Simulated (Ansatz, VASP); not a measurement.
## AlPt in VASP and in Ansatz

```
Pt Al
1.0
     3.15218    0.00000    0.00000
     0.00000    3.15218    0.00000
     0.00000    0.00000    3.15218
Pt Al
1 1
Direct
  0.50000 0.50000 0.50000
  0.00000 0.00000 0.00000
```

Change from the starting cell: volume scaled by 1.06.

Alike in both runs: task single point; functional PBEsol; k mesh 9 × 9 × 9; occupations fermi-dirac, width 0.05 eV; no spin polarisation.

|  | VASP | Ansatz |
| --- | --- | --- |
| version | VASP 6.6.1 | Ansatz 0.2.0 |
| potentials or method | VASP PAW PBE potentials, release 64 (Pt, Al) | Ansatz PAW |
| plane-wave cutoff (eV) | 520 | 420 |
| valence electrons in the cell | 13 | 21 |

Ansatz gave:

```
gap on the k mesh at the Fermi level (eV) : none
pressure (GPa)                            : -14.6
```

Question: Estimate VASP's values.

Answer: gap on the k mesh at the Fermi level (eV): none; pressure (GPa): -14.7.

A gap of «none» marks a metal or a gap that the smearing closes. With one functional, cell and mesh, what is left measures potentials, basis and numerics. The two sets of potentials don't hold the same shells in valence.

Caveats: the PAW data sets were made with another functional, which shifts forces and pressure a little (VASP); the PAW data sets come from PBE, with cores solved anew for the run's functional, which leaves a small shift of forces and pressure (Ansatz). Spin-orbit coupling is left out, which matters for the levels of Pt.
